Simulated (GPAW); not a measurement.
**MgI2: one start, several treatments of the self-energy**

How much does the gap of MgI2 depend on the approximation to the self-energy?

Method: PBE and many-body steps on it, plane waves, in GPAW 26.7.0.

The database entry behind the starting cell has ideal inner coordinates that were not refined, so it need not match the best structure at ambient conditions.

### 1. The starting structure

The cell holds 3 atoms: 1 Mg and 2 I. Its edges and angles: a = 4.140 Å, b = 4.140 Å, c = 14.400 Å, α = 90.0°, β = 90.0°, γ = 120.0°. It derives from MgI2. Vacuum lies along c.

As a file:

```
Mg I
1.0
     4.14000    0.00000    0.00000
    -2.07000    3.58535    0.00000
     0.00000    0.00000   14.40000
Mg I
1 2
Direct
  0.00000 0.00000 0.50000
  0.33333 0.66667 0.61944
  0.66667 0.33333 0.38056
```

 Spin-orbit coupling is left out unless a step names it.

### 2. Empty states on the mesh, 9×9×1 mesh, 357 bands

This step: GPAW 26.7.0; DFT, PBE, plane waves, PAW.

The sums over transitions need many empty states on a uniform mesh; this step solves for them.

Contents of run.py:

```python
import json
import numpy as np
from gpaw.mpi import world
from gpaw import GPAW

calc = GPAW('gs.gpw').fixed_density(kpts={'size': (9, 9, 1), 'gamma': True},
    parallel={'domain': 1, 'band': 1},
    txt='nscf.txt')
calc.diagonalize_full_hamiltonian(nbands=357)
calc.write('full.gpw', mode='all')
res = {}
kpts = calc.get_ibz_k_points()
res['kpts'] = kpts
res['eigenvalues'] = [calc.get_eigenvalues(kpt=k) for k in range(len(kpts))]
res['n_electrons'] = calc.get_number_of_electrons()

if world.rank == 0:
    with open('result.json', 'w') as f:
        json.dump(res, f, default=lambda x: x.tolist())
```

Command:

```
> mpirun -n 4 gpaw python run.py
```

Numbers of over 12 decimals in the logs are rounded to 6 here.

Log:

```text
Diagonalizing LCAO Hamiltonian
Converting LCAO to pw mode
convergence criteria:
- Maximum integral of absolute [eigenst]ate change: 4e-08 eV^2 / valence electron
maximum number of iterations: 100

SCF iterations
|iter     |     time |      energy | eigst |  dens |
|iter:   1|  |             | +0.82 |       |
|iter:   2|  |             | +0.28 |       |
|iter:   3|  |             | -0.47 |       |
[...]
|iter:  12|  |             | -6.93 |       |
|iter:  13|  |             | -7.30 |       |
|iter:  14|  |             | -7.57c|       |
SCF steps: 14
  __  _  _
 | _ |_)|_||  |
 |__||  | ||/\| - 26.7.0

Input parameters:
  mode=PW(ecut=450.000000),
  convergence={'density': 1e-06, 'bands': -3},
  gpts=array([21, 21, 72]),
  kpts=MonkhorstPack(size=(9, 9, 1), gamma=True),
  maxiter=100,
  nbands=19,
  occupations=Occupations(name='fermi-dirac', width=0.001, fixmagmom=False),
  parallel={'domain': 1, 'band': 1},
  xc=XC(name='PBE')
Matrix size: 4631x4631
# Writing to full.gpw (mode='all')
  [... matrices ...]

timing:  # [seconds]
  Total: 265.551  # ━━━━━━━━━━━━━━━━━━━━━━━━━━━━━━━━━━━━━━━━━━━━━━━━━━━━━━━━━
```

Elapsed: 4.6 min, on 4 MPI ranks of Arm Neoverse V1, shared host; peak memory 7.5 GiB.

This step gave:

```
gap                                                           : 3.638 eV
k of the valence top                                          : 0, 0, 0
k of the conduction bottom                                    : 0.4444, 0, 0
least direct gap                                              : 3.979 eV
k points computed                                             : 12
lowest point of the top converged band, above the valence top : 79.1010 eV
```

On this mesh the gap is 3.638 eV.

### 3. One-shot HSE06

This step: one-shot HSE06 levels on PBE orbitals, plane waves, PAW.

Contents of run.py:

```python
import json
import numpy as np
from gpaw.mpi import world
from gpaw.hybrids.eigenvalues import non_self_consistent_eigenvalues

dft, vxc, vxc_hyb = non_self_consistent_eigenvalues('full.gpw', 'HSE06', 10, 14, kpt_indices=[0, 9])
res = {'dft': dft[0], 'hybrid': (dft - vxc + vxc_hyb)[0]}
if world.rank == 0:
    with open('hybrid.txt', 'w') as f:
        for k, e0, e1 in zip([0, 9], res['dft'], res['hybrid']):
            print(k, ' '.join(f'{x:9.4f}' for x in e0), '|', ' '.join(f'{x:9.4f}' for x in e1), file=f)

if world.rank == 0:
    with open('result.json', 'w') as f:
        json.dump(res, f, default=lambda x: x.tolist())
```

Command:

```
> mpirun -n 4 gpaw python run.py
```

Log:

```text
IBZ(<points: 12, symmetries: 12>)
Occupied bands: 12
Transforming wave functions from IBZ to BZ: 0.051 seconds
Distributing wave functions and iFFT-ing to real space: 0.481 seconds
Calculating eigenvalues:
  k-points: 2
  Bands: 10-13 (inclusive)
  Seconds: 1.986 (wave-function broadcasting: 0.012 seconds)
HSE06-eigenvalue shifts:
  min: -0.659 eV
  ave: -0.135 eV
  max: 0.359 eV
```

Wall time 5.9 s (4 MPI ranks); peak memory 1.5 GiB; 23 s of CPU time.

Numbers from this step:

```
starting gap on the mesh                       : 3.638 eV
hybrid gap on the mesh                         : 4.567 eV
least direct hybrid gap on the computed points : 4.923 eV
```

### 4. GLLB-SC, self-consistent

This step: DFT, GLLB-SC with its derivative discontinuity, plane waves, PAW.

Contents of run.py:

```python
import json
import numpy as np
from gpaw.mpi import world
from ase import Atoms
from gpaw import GPAW, PW, FermiDirac

atoms = Atoms(['Mg', 'I', 'I'],
    cell=[[4.1400000000, 0.0000000000, 0.0000000000],
      [-2.0700000000, 3.5853451717, 0.0000000000],
      [0.0000000000, 0.0000000000, 14.4000000000]],
    scaled_positions=[[0.0000000000, 0.0000000000, 0.5000000000],
      [0.3333333333, 0.6666666667, 0.6194444444],
      [0.6666666667, 0.3333333333, 0.3805555556]],
    pbc=(True, True, False))
calc = GPAW(mode=PW(450),
    xc='GLLBSC',
    kpts={'size': (9, 9, 1), 'gamma': True},
    occupations=FermiDirac(0.001),
    nbands=-7,
    convergence={'bands': -3},
    maxiter=120,
    txt='gllbsc.txt')
atoms.calc = calc
atoms.get_potential_energy()
homo, lumo = calc.get_homo_lumo()
response = calc.hamiltonian.xc.response
dxc_pot = response.calculate_discontinuity_potential(homo, lumo)
ks_gap, dxc = response.calculate_discontinuity(dxc_pot)
res = {'ks_gap': ks_gap, 'dxc': dxc}

if world.rank == 0:
    with open('result.json', 'w') as f:
        json.dump(res, f, default=lambda x: x.tolist())
```

Command:

```
> mpirun -n 4 gpaw python run.py
```

Log:

```text
[banner, memory and clock lines left out]
___ ___ ___ _ _ _
 |   |   |_  | | | |
 | | | | | . | | | |
 |__ |  _|___|_____|  26.7.0
 |___|_|

Input parameters:
  convergence: {bands: -3}
  kpts: {gamma: True,
         size: (9, 9, 1)}
  maxiter: 120
  mode: {ecut: 450.000000,
         name: pw}
  nbands: -7
  occupations: {fixmagmom: False,
                name: fermi-dirac,
                width: 0.001}
  xc: GLLBSC

System changes: positions, numbers, cell, pbc, initial_charges, initial_magmoms

Initialize ...

species:
  Mg:
    name:    Magnesium
    Z:       12.0
    valence: 10
    core:    2
    charge:  0.0  # [|e|]
    compensation charges:
      type: gauss
      rc: 0.33  # [Å]
      lmax: 2
    cutoffs:
      filter: 1.86  # [Å]
      core: 0.54  # [Å]
    projectors
    | kind |    occ | energy [eV] | rcut [Å] |
    |   2s |  2.000 |     -81.998 |    1.090 |
    |   3s |  2.000 |      -6.877 |    1.090 |
    |   2p |  6.000 |     -48.239 |    1.085 |
    |   3p |  0.000 |      -3.605 |    1.085 |
    |    d |        |       0.000 |    1.037 |

    Using partial waves for Mg as LCAO basis

  I:
    name:    Iodine
    Z:       53.0
    valence: 7
    core:    46
    charge:  0.0  # [|e|]
    compensation charges:
      type: gauss
      rc: 0.37  # [Å]
      lmax: 2
    cutoffs:
      filter: 2.06  # [Å]
      core: 2.96  # [Å]
    projectors
    | kind |    occ | energy [eV] | rcut [Å] |
    |   5s |  2.000 |     -20.049 |    1.164 |
    |   5p |  5.000 |     -10.166 |    1.164 |
    |    s |        |       7.162 |    1.164 |
    |    p |        |      17.045 |    1.164 |
    |    d |        |       0.000 |    1.164 |

    Using partial waves for I as LCAO basis

Reference energy: -392356.811284  # eV

Spin-paired calculation

Convergence criteria:
 Maximum [total energy] change in last 3 cyles: 0.0005 eV / valence electron
 Maximum integral of absolute [dens]ity change: 0.0001 electrons / valence electron
 Maximum integral of absolute [eigenst]ate change: 4e-08 eV^2 / valence electron
 Maximum number of scf [iter]ations: 120
 (Square brackets indicate name in SCF output, whereas a 'c' in
 the SCF output indicates the quantity has converged.)
  [... matrices ...]
Symmetries present (total): 12

  [... matrices ...]
81 k-points: 9 x 9 x 1 Monkhorst-Pack grid
12 k-points in the irreducible part of the Brillouin zone
       k-points in crystal coordinates                weights
   0:     0.00000000    0.00000000    0.00000000          1/81
   1:     0.11111111    0.00000000    0.00000000          6/81
   2:     0.22222222   -0.11111111    0.00000000          6/81
   3:     0.22222222    0.00000000    0.00000000          6/81
   4:     0.33333333   -0.11111111    0.00000000         12/81
   5:     0.33333333    0.00000000    0.00000000          6/81
   6:     0.33333333    0.33333333    0.00000000          2/81
   7:     0.44444444   -0.22222222    0.00000000          6/81
   8:     0.44444444   -0.11111111    0.00000000         12/81
   9:     0.44444444    0.00000000    0.00000000          6/81
          ...
  11:     0.44444444    0.44444444    0.00000000          6/81

Wave functions: Plane wave expansion
  Cutoff energy: 450.000 eV
  Number of coefficients (min, max): 4567, 4665
  Pulay-stress correction: 0.000000 eV/Ang^3 (de/decut=0.000000)
  Using FFTW library
  Wavefunction extrapolation:
    Improved wavefunction reuse through dual PAW basis

Occupation numbers: Fermi-Dirac:
  width: 0.0010  # eV

Eigensolver
   Davidson(niter=2)

Densities:
  Coarse grid: 21*21*72 grid
  Fine grid: 42*42*144 grid
  Total Charge: 0.000000

Density mixing:
  Method: separate
  Backend: msr1
  Linear mixing parameter: 0.05
  old densities: 10
  Width of damping distribution: 1.1
  Damping of long wavelength oscillations: 20

Hamiltonian:
  XC and Coulomb potentials evaluated on a 42*42*144 grid
  Using the GLLBSC Exchange-Correlation functional
  External potential:
    NoExternalPotential

XC parameters: GLLBSC functional being used consists of
  | Weight | Module     | Description                                   |
  |  1.000 | SCREENING  | GGA_X_PBE_SOL with 2 nearest neighbor stencil |
  |  1.000 | RESPONSE   | eps=0.0500 eV                                 |
  |  1.000 | XC         | GGA_C_PBE_SOL with 2 nearest neighbor stencil |

Memory estimate:

Total number of cores used: 4
Parallelization over k-points: 4

Number of atoms: 3
Number of atomic orbitals: 16
Number of bands in calculation: 19
Number of valence electrons: 24
Bands to converge: 16

... initialized

Initializing position-dependent things.

Density initialized from atomic densities
Creating initial wave functions:
  16 bands from LCAO basis set
  3 bands from random numbers

         I

       Mg

             I

Atomic positions and initial magnetic moments

Positions:
   0 Mg     0.000000    0.000000    7.200000    ( 0.0000,  0.0000,  0.0000)
   1 I     -0.000000    2.390230    8.920000    ( 0.0000,  0.0000,  0.0000)
   2 I      2.070000    1.195115    5.480000    ( 0.0000,  0.0000,  0.0000)
  [... matrices ...]
Unit cell:
           periodic     x           y           z      points  spacing
  1. axis:    yes    4.140000    0.000000    0.000000    21     0.1707
  2. axis:    yes   -2.070000    3.585345    0.000000    21     0.1707
  3. axis:    no     0.000000    0.000000   14.400000    72     0.2000

  Lengths:   4.140000   4.140000  14.400000
  Angles:   90.000000  90.000000 120.000000

Effective grid spacing dv^(1/3) = 0.1888

iter:   1     -9.059894   +0.44
iter:   2     -9.930418   -0.07  -1.42
iter:   3     -9.804134   -0.63  -1.34
iter:   4     -9.450230   -1.01  -1.19
iter:   5     -9.127316   -1.12  -1.32
iter:   6     -8.900787   -1.26  -1.55
iter:   7     -8.758675   -1.76  -1.64
[...]
iter:  11     -8.703971c  -2.67  -1.63
iter:  12     -8.714380   -2.81  -1.92
iter:  13     -8.726420   -3.08  -2.33
iter:  14     -8.723255   -3.43  -3.49
iter:  15     -8.722119c  -3.67  -3.82
iter:  16     -8.720841c  -3.91  -4.03c
iter:  17     -8.721832c  -4.11  -4.13c
iter:  18     -8.721938c  -4.30  -4.60c
iter:  19     -8.721960c  -4.47  -4.73c
iter:  20     -8.721926c  -4.64  -5.28c
iter:  21     -8.721918c  -4.82  -5.37c
[...]
iter:  53     -8.721944c  -6.57  -9.03c
iter:  54     -8.721944c  -6.86  -9.19c
iter:  55     -8.721944c  -6.85  -9.08c
[... further lines of this kind ...]
iter:  58     -8.721944c  -7.52c -9.44c

Converged after 58 iterations.

Dipole moment: (-0.000000, -0.000000, 0.000000) |e|*Ang

Energy contributions relative to reference atoms: (reference = -392356.811284)
  [... matrices ...]
Kinetic:        +79.485266
Potential:      -75.410159
External:        +0.000000
XC:             -13.885544
Entropy (-ST):   -0.000000
Local:           +1.088494
SIC:             +0.000000
Free energy:     -8.721944
Extrapolated:    -8.721944

GLLBSC response reference energy: -3.59801 eV (from HOMO)
  [... matrices ...]
Showing only first 2 kpts
 Kpt  Band  Eigenvalues  Occupancy
  0    10     -3.59802    2.00000
  0    11     -3.59801    2.00000
  0    12      1.19890    0.00000
  0    13      1.71352    0.00000

  1    10     -3.98810    2.00000
  1    11     -3.64165    2.00000
  1    12      1.58462    0.00000
  1    13      2.18626    0.00000

Fermi level: -3.35233

Gap: 4.268 eV
Transition (v -> c):
  (s=0, k=0, n=11, [0.00, 0.00, 0.00]) -> (s=0, k=9, n=12, [0.44, 0.00, 0.00])
Direct/indirect transitions are different
Direct gap: 4.745 eV
Transition at: (s=0, k=9, n=11, [0.44, 0.00, 0.00])
  [... matrices ...]
```

It took 35 s on 4 MPI ranks; peak memory 0.84 GiB; 2.3 min of CPU time.

Numbers from this step:

```yaml
starting_gap_on_the_mesh: 4.268 eV
derivative_discontinuity: 1.931 eV
quasiparticle_gap_on_the_mesh: 6.199 eV
```

(Continued in part 2 of 2.)

[Paths, hosts, dates, memory and timing lines, banners, echoed tables and standing remarks are left out of the program output.]

[Logs are printed without paths, hosts, clocks, repeated set-up lines and the standing remarks that a program may print on its own settings, such as how far it seeks lower states.]

[Runs of the session that timed out or met a known fault of the program may be left out.]

[Hosts, paths, dates, database ids (printed as entryN), source tags and the programs' standing remarks are cut or masked in the printed files.]
